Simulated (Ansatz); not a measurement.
# CoSi2: moving one atom along a line

Aim: for CoSi2, measure how stiffly atom 1 (Co) is held.

Method: DFT PBEsol, scalar-relativistic, plane waves, PAW, in Ansatz 0.2.0.

2 further runs of the same task are left out: 2 set aside as unsound or not needed.

### 1 The structure to begin with

It takes space group Fm-3m (No. 225, cubic). Conventional cell: a = 5.313 Å, b = 5.313 Å, c = 5.313 Å, α = 90.00°, β = 90.00°, γ = 90.00°. Co (site symmetry m-3m) has 8 Si at 2.30 Å as nearest neighbours. Si (site symmetry -43m) is surrounded by 4 Co at 2.30 Å.

As a file:

```
Co Si
1.0
     5.31251    0.00000    0.00000
     0.00000   -5.31251    0.00000
     0.00000    0.00000   -5.31251
Co Si
4 8
Cartesian
  0.0000 0.0000 0.0000
  2.6563 -2.6563 0.0000
  2.6563 0.0000 -2.6563
  0.0000 -2.6563 -2.6563
  1.3281 -1.3281 -1.3281
  3.9844 -3.9844 -1.3281
  3.9844 -1.3281 -3.9844
  1.3281 -3.9844 -3.9844
  3.9844 -3.9844 -3.9844
  1.3281 -1.3281 -3.9844
  1.3281 -3.9844 -1.3281
  3.9844 -1.3281 -1.3281
```

It is built from the cell relaxed beforehand with the same method (12.49 Å³/atom).

### 2 The undisturbed cell

The input, input.yaml:

```yaml
crystal:
  lattice:
    - [5.312507944, 0.0, 0.0]
    - [0.0, -5.312507944, 0.0]
    - [0.0, 0.0, -5.312507944]
  atoms:
    - { symbol: Co, position: [0.0, 0.0, 0.0] }
    - { symbol: Co, position: [0.5, 0.5, 0.0] }
    - { symbol: Co, position: [0.5, 0.0, 0.5] }
    - { symbol: Co, position: [0.0, 0.5, 0.5] }
    - { symbol: Si, position: [0.25, 0.25, 0.25] }
    - { symbol: Si, position: [0.75, 0.75, 0.25] }
    - { symbol: Si, position: [0.75, 0.25, 0.75] }
    - { symbol: Si, position: [0.25, 0.75, 0.75] }
    - { symbol: Si, position: [0.75, 0.75, 0.75] }
    - { symbol: Si, position: [0.25, 0.25, 0.75] }
    - { symbol: Si, position: [0.25, 0.75, 0.25] }
    - { symbol: Si, position: [0.75, 0.25, 0.25] }
basis:
  ecutwfc: 420
kpoints:
  mp_grid: { grid: [10, 10, 10] }
hamiltonian:
  xc: pbesol
scf:
  occupations: { method: gaussian, width: 0.15 }
output:
  forces: true
  stress: true
  eigenvalues: true
  write_density: true
  write_potential: true
  elf: true
  volumetric_format: npy
```

Started as:

```
$ ansatz run input.yaml --threads 1 --pin off --max-ram 2560MiB --backend cpu --events-out ev --progress --plain --runs-dir out
```

The program printed (excerpt; [...] marks lines left out):

```text
Warning: RAYON_NUM_THREADS=1 ignored (pool sized by the plan → 1); use --threads N
[...]
Pseudopotentials: kind: paw
Pseudopotential: Co, paw, valence charge 17, recommended cutoff 420 eV (normal), Co.paw.azcp
Pseudopotential: Si, paw, valence charge 4, recommended cutoff 420 eV (normal), Si.paw.azcp
Functional definition: PBEsol
[...]
Crystal: 12 atoms, lattice volume = 149.934 Å³
Basis set: ecut = 420 eV, 2945 PW (Γ), exchange–correlation on 72×72×72 points (8 copies of the dense FFT grid, shifted against one another)
Bands: 62, of which v1, the nominal top of the filled ones, is band 50 counted from 1 (49 counted from 0)
Symmetry: 192 space group operations
Space group: Fm-3m (ITA 225), of the structure as read, at distance tolerance 5.3e-5 Å
k-points: 56 of 1000
[...]
SCF iter   1: F=—  HF=-25350.939280 eV  |F-HF|=—  |Δ(HF+E_count)|=         —  Δρ=1.74e-2  dr2=3.15e-1  ethr=1.77e-3  ⟨swp⟩=7.5  Hψ=14459  notcnv=0  defer=1
[...]
SCF iter   8: F=-25350.905057 eV  HF=-25350.905057 eV  |F-HF|=2.07e-9  |Δ(HF+E_count)|=   1.34e-7  Δρ=2.84e-6  dr2=8.90e-9  ethr=1.00e-10  ⟨swp⟩=13.8  Hψ=25575  notcnv=0
[...]
SCF converged after 8 iterations
Free energy (F): -25350.905057 eV
[...]
E sigma→0 (E₀):  -25350.882785 eV
Entropy (-TS):   -0.044545 eV (-3.712 meV/atom)
Fermi energy:    13.170920 eV
[...]
--- Forces (eV/Å), atoms counted from 1 ---
  atom   1  Co     0.00000000     0.00000000     0.00000000
  atom   2  Co     0.00000000    -0.00000000    -0.00000000
  atom   3  Co     0.00000000     0.00000000    -0.00000000
  atom   4  Co     0.00000000     0.00000000     0.00000000
  atom   5  Si    -0.00000000    -0.00000000     0.00000000
  atom   6  Si    -0.00000000    -0.00000000    -0.00000000
  atom   7  Si    -0.00000000    -0.00000000    -0.00000000
  atom   8  Si     0.00000000     0.00000000     0.00000000
[...]
--- Stress (GPa, compression-positive) ---
       -0.018670      -0.000000       0.000000
       -0.000000      -0.018670      -0.000000
       -0.000000      -0.000000      -0.018670
  P = ⅓ Tr σ = -0.0187 GPa (-0.187 kbar)
--- Band table (eV; the first three rows and the last of 56) ---
[...]
```

Wall time 22 s (1 thread of Intel Xeon 6975P-C (Granite Rapids), shared host); peak memory 0.65 GiB.

Density in a lattice plane of the grid's cell (edges 5.31 and 5.31 Å, at 0.250 of the third edge), which holds Si.

Values in e/Å³, 12 rows by 12 columns:
```
0.25 0.29 0.37 0.40 0.37 0.29 0.25 0.29 0.37 0.40 0.37 0.29
0.31 0.37 0.35 0.24 0.35 0.37 0.31 0.37 0.35 0.24 0.35 0.37
0.35 0.40 0.24 0.07 0.24 0.40 0.35 0.40 0.24 0.07 0.24 0.40
0.31 0.37 0.35 0.24 0.36 0.37 0.31 0.37 0.36 0.24 0.35 0.37
0.25 0.29 0.37 0.40 0.37 0.29 0.25 0.29 0.37 0.40 0.37 0.29
0.24 0.25 0.31 0.35 0.31 0.25 0.23 0.25 0.31 0.35 0.31 0.25
0.25 0.29 0.37 0.40 0.37 0.29 0.25 0.29 0.37 0.40 0.37 0.29
0.31 0.37 0.35 0.24 0.36 0.37 0.31 0.37 0.36 0.24 0.35 0.37
0.35 0.40 0.24 0.07 0.24 0.40 0.35 0.40 0.24 0.07 0.24 0.40
0.31 0.37 0.35 0.24 0.35 0.37 0.31 0.37 0.35 0.24 0.35 0.37
0.25 0.29 0.37 0.40 0.37 0.29 0.25 0.29 0.37 0.40 0.37 0.29
0.23 0.25 0.31 0.35 0.31 0.25 0.24 0.25 0.31 0.35 0.31 0.25
```
Columns run along the first of these edges and rows up along the second, over one cell in 12 and 12 even steps from the bottom left corner. Atoms in the plane (fractional): Si at (0.25, 0.25), Si at (0.75, 0.75), Si at (0.25, 0.75), Si at (0.75, 0.25).

ELF in the same plane.

Ten even steps from '0' (0.22) to '9' (0.68):
```
224689998642224689998642
457898889875457898889875
678863236897779863236887
899620002799899720002699
999511300699999600311599
899620001699899610002699
678863236887678863236887
457898889875457898889875
224689998642224689998642
113579997531113579997531
224689998642224689998642
457898889875457898889875
678863236887678863236887
899620001699899610002699
999511300699999600311599
899620002799899720002699
678863236897779863236887
457898889875457898889875
224689998642224689998642
113578987531113578987531
```
Columns run along the first of these edges and rows up along the second, over one cell in 24 and 20 even steps from the bottom left corner. Atoms in the plane (fractional): Si at (0.25, 0.25), Si at (0.75, 0.75), Si at (0.25, 0.75), Si at (0.75, 0.25).

Both are smooth fields of the valence electrons: close to the nuclei they are not physical.

Outside the cores ELF peaks at 0.74 on the Si–Co line, 0.8 Å from Si.

The cell is repeated 4 times, 12 atoms in all. Reference values: F = -25350.9051 eV; pressure -0.02 GPa; largest force 0.000 eV/Å; gap on the mesh none (metal).

### 3 Next: moving one atom along a line

Atom 1 (Co) is moved by x along the Cartesian unit vector (-0.707, 0.707, 0.000); the cell and all other atoms stay fixed. Forces below are components along that vector, summed over the moved atoms. In a periodic cell its images move with it.

### 4 At x = -0.300 Å

Changes to input.yaml since step 2:

```diff
@@ -6,3 +6,3 @@
   atoms:
-    - { symbol: Co, position: [0.0, 0.0, 0.0] }
+    - { symbol: Co, position: [0.0399306762, 0.0399306762, 0.0] }
     - { symbol: Co, position: [0.5, 0.5, 0.0] }
@@ -30,5 +30 @@
   eigenvalues: true
-  write_density: true
-  write_potential: true
-  elf: true
-  volumetric_format: npy
```

Started as:

```
$ ansatz run input.yaml --threads 1 --pin off --max-ram 2560MiB --backend cpu --events-out ev --progress --plain --runs-dir out
```

The program printed (excerpt; [...] marks lines left out):

```text
Warning: RAYON_NUM_THREADS=1 ignored (pool sized by the plan → 1); use --threads N
[...]
Pseudopotentials: kind: paw
Pseudopotential: Co, paw, valence charge 17, recommended cutoff 420 eV (normal), Co.paw.azcp
Pseudopotential: Si, paw, valence charge 4, recommended cutoff 420 eV (normal), Si.paw.azcp
Functional definition: PBEsol
[...]
Crystal: 12 atoms, lattice volume = 149.934 Å³
Basis set: ecut = 420 eV, 2945 PW (Γ), exchange–correlation on 72×72×72 points (8 copies of the dense FFT grid, shifted against one another)
Bands: 62, of which v1, the nominal top of the filled ones, is band 50 counted from 1 (49 counted from 0)
Symmetry: 4 space group operations
Space group: Amm2 (ITA 38), of the structure as read, at distance tolerance 5.3e-5 Å
k-points: 186 of 1000 (time reversal used)
[...]
SCF converged after 9 iterations
Free energy (F): -25350.210643 eV
[...]
E sigma→0 (E₀):  -25350.187920 eV
Entropy (-TS):   -0.045446 eV (-3.787 meV/atom)
Fermi energy:    13.182823 eV
[...]
--- Forces (eV/Å), atoms counted from 1 ---
  atom   1  Co    -3.46084502     3.46084502     0.00000000
  atom   2  Co     0.29659385    -0.29659385     0.00000000
  atom   3  Co     0.32590081     0.19798025     0.00000000
  atom   4  Co    -0.19798025    -0.32590081     0.00000000
  atom   5  Si     1.11338624    -1.11338624    -1.31152835
  atom   6  Si     0.26565649    -0.26565649     0.18386844
  atom   7  Si     0.08009862    -0.05902409    -0.01002532
  atom   8  Si     0.05902409    -0.08009862    -0.01002532
[...]
--- Stress (GPa, compression-positive) ---
        1.895655      -1.994090       0.000000
       -1.994090       1.895655       0.000000
        0.000000       0.000000       2.786959
  P = ⅓ Tr σ = 2.1928 GPa (21.928 kbar)
--- Band table (eV; the first three rows and the last of 186) ---
[...]
```

It took 79 s on 1 thread of Intel Xeon 6975P-C (Granite Rapids), shared host; peak memory 1.3 GiB.

### 5 At x = 0.200 Å

Changes to input.yaml since step 4:

```diff
@@ -6,3 +6,3 @@
   atoms:
-    - { symbol: Co, position: [0.0399306762, 0.0399306762, 0.0] }
+    - { symbol: Co, position: [-0.0266204508, -0.0266204508, 0.0] }
     - { symbol: Co, position: [0.5, 0.5, 0.0] }
```

Started as:

```
$ ansatz run input.yaml --threads 1 --pin off --max-ram 2560MiB --backend cpu --events-out ev --progress --plain --runs-dir out
```

The program printed (excerpt; [...] marks lines left out):

```text
[...]
SCF converged after 8 iterations
Free energy (F): -25350.606412 eV
[...]
E sigma→0 (E₀):  -25350.583960 eV
Entropy (-TS):   -0.044904 eV (-3.742 meV/atom)
Fermi energy:    13.174671 eV
[...]
--- Forces (eV/Å), atoms counted from 1 ---
  atom   1  Co     2.16902491    -2.16902491     0.00000000
  atom   2  Co    -0.21028915     0.21028915     0.00000000
  atom   3  Co    -0.21729747    -0.14116279     0.00000000
  atom   4  Co     0.14116279     0.21729747     0.00000000
  atom   5  Si    -0.23866212     0.23866212     0.17968903
  atom   6  Si    -0.61505357     0.61505357    -0.66074295
  atom   7  Si    -0.03877124     0.04881873    -0.00496757
  atom   8  Si    -0.04881873     0.03877124    -0.00496757
[...]
--- Stress (GPa, compression-positive) ---
        0.874299      -0.935362       0.000000
       -0.935362       0.874299       0.000000
        0.000000       0.000000       1.149889
  P = ⅓ Tr σ = 0.9662 GPa (9.662 kbar)
--- Band table (eV; the first three rows and the last of 186) ---
[...]
```

Wall time 81 s (1 thread of Intel Xeon 6975P-C (Granite Rapids), shared host); peak memory 1.3 GiB.

### 6 Point x = -0.100 Å

Changes to input.yaml since step 5:

```diff
@@ -6,3 +6,3 @@
   atoms:
-    - { symbol: Co, position: [-0.0266204508, -0.0266204508, 0.0] }
+    - { symbol: Co, position: [0.0133102254, 0.0133102254, 0.0] }
     - { symbol: Co, position: [0.5, 0.5, 0.0] }
```

Started as:

```
$ ansatz run input.yaml --threads 1 --pin off --max-ram 2560MiB --backend cpu --events-out ev --progress --plain --runs-dir out
```

The program printed (excerpt; [...] marks lines left out):

```text
Warning: RAYON_NUM_THREADS=1 ignored (pool sized by the plan → 1); use --threads N
[...]
Pseudopotentials: kind: paw
Pseudopotential: Co, paw, valence charge 17, recommended cutoff 420 eV (normal), Co.paw.azcp
Pseudopotential: Si, paw, valence charge 4, recommended cutoff 420 eV (normal), Si.paw.azcp
Functional definition: PBEsol
[...]
Crystal: 12 atoms, lattice volume = 149.934 Å³
Basis set: ecut = 420 eV, 2945 PW (Γ), exchange–correlation on 72×72×72 points (8 copies of the dense FFT grid, shifted against one another)
Bands: 62, of which v1, the nominal top of the filled ones, is band 50 counted from 1 (49 counted from 0)
Symmetry: 4 space group operations
Space group: Amm2 (ITA 38), of the structure as read, at distance tolerance 5.3e-5 Å
k-points: 186 of 1000 (time reversal used)
[...]
SCF converged after 8 iterations
Free energy (F): -25350.831928 eV
[...]
E sigma→0 (E₀):  -25350.809608 eV
Entropy (-TS):   -0.044641 eV (-3.720 meV/atom)
Fermi energy:    13.171623 eV
[...]
--- Forces (eV/Å), atoms counted from 1 ---
  atom   1  Co    -1.04144949     1.04144949     0.00000000
  atom   2  Co     0.10828692    -0.10828692     0.00000000
  atom   3  Co     0.10902736     0.07336764     0.00000000
  atom   4  Co    -0.07336764    -0.10902736     0.00000000
  atom   5  Si     0.25035947    -0.25035947    -0.24556144
  atom   6  Si     0.15635560    -0.15635560     0.12830193
  atom   7  Si     0.02230767    -0.01972912    -0.00128965
  atom   8  Si     0.01972912    -0.02230767    -0.00128965
[...]
--- Stress (GPa, compression-positive) ---
        0.210890      -0.241102       0.000000
       -0.241102       0.210890       0.000000
        0.000000       0.000000       0.261706
  P = ⅓ Tr σ = 0.2278 GPa (2.278 kbar)
--- Band table (eV; the first three rows and the last of 186) ---
[...]
```

It took 80 s on 1 thread of Intel Xeon 6975P-C (Granite Rapids), shared host; peak memory 1.3 GiB.

### 7 Point x = 0.250 Å

Changes to input.yaml since step 6:

```diff
@@ -6,3 +6,3 @@
   atoms:
-    - { symbol: Co, position: [0.0133102254, 0.0133102254, 0.0] }
+    - { symbol: Co, position: [-0.0332755635, -0.0332755635, 0.0] }
     - { symbol: Co, position: [0.5, 0.5, 0.0] }
```

Started as:

```
$ ansatz run input.yaml --threads 1 --pin off --max-ram 2560MiB --backend cpu --events-out ev --progress --plain --runs-dir out
```

The program printed (excerpt; [...] marks lines left out):

```text
Warning: RAYON_NUM_THREADS=1 ignored (pool sized by the plan → 1); use --threads N
[...]
Pseudopotentials: kind: paw
Pseudopotential: Co, paw, valence charge 17, recommended cutoff 420 eV (normal), Co.paw.azcp
Pseudopotential: Si, paw, valence charge 4, recommended cutoff 420 eV (normal), Si.paw.azcp
Functional definition: PBEsol
[...]
Crystal: 12 atoms, lattice volume = 149.934 Å³
Basis set: ecut = 420 eV, 2945 PW (Γ), exchange–correlation on 72×72×72 points (8 copies of the dense FFT grid, shifted against one another)
Bands: 62, of which v1, the nominal top of the filled ones, is band 50 counted from 1 (49 counted from 0)
Symmetry: 4 space group operations
Space group: Amm2 (ITA 38), of the structure as read, at distance tolerance 5.3e-5 Å
k-points: 186 of 1000 (time reversal used)
[...]
SCF converged after 8 iterations
Free energy (F): -25350.431343 eV
[...]
E sigma→0 (E₀):  -25350.408784 eV
Entropy (-TS):   -0.045118 eV (-3.760 meV/atom)
Fermi energy:    13.177882 eV
[...]
--- Forces (eV/Å), atoms counted from 1 ---
  atom   1  Co     2.79019080    -2.79019080     0.00000000
  atom   2  Co    -0.25618585     0.25618585     0.00000000
  atom   3  Co    -0.27138150    -0.17123330     0.00000000
  atom   4  Co     0.17123330     0.27138150     0.00000000
  atom   5  Si    -0.25798086     0.25798086     0.18625887
  atom   6  Si    -0.84644318     0.84644318    -0.95197256
  atom   7  Si    -0.04863245     0.06388467    -0.00745795
  atom   8  Si    -0.06388467     0.04863245    -0.00745795
[...]
--- Stress (GPa, compression-positive) ---
        1.346711      -1.427144       0.000000
       -1.427144       1.346711       0.000000
        0.000000       0.000000       1.862352
  P = ⅓ Tr σ = 1.5186 GPa (15.186 kbar)
--- Band table (eV; the first three rows and the last of 186) ---
[...]
```

Run time: 83 s. Hardware: 1 thread of Intel Xeon 6975P-C (Granite Rapids), shared host; peak memory 1.3 GiB.

### 8 All points together

The scan, with free energies counted from the undisturbed cell:

```
 x (Å)  ΔE (meV/cell)  force on the moved atoms (eV/Å)  pressure (GPa)
-0.300          694.4                            4.894             2.2
-0.100           73.1                            1.473             0.2
 0.000            0.0                            0.000             0.0
 0.200          298.6                           -3.067             1.0
 0.250          473.7                           -3.946             1.5
```

Not run, since symmetry makes them alike: 0.300 repeats -0.300, -0.200 repeats 0.200, 0.100 repeats -0.100. Energy, pressure and gap are the same there.

### 9 Summary of results

| quantity | value |
| --- | --- |
| force constant along x, from the points at -0.100, 0 and 0.200 Å | 14.93 eV/Å² |

**Reading.** Near the site the force constant is 14.93 eV/Å²; for the mass of Co against a rigid frame that is a vibration of about 262 cm⁻¹. The step of 0.20 Å is wide, so anharmonic terms mix in. No sampled point lies below the undisturbed cell. Spin polarisation is off in the runs that give these values; a magnetic solution could lie lower.
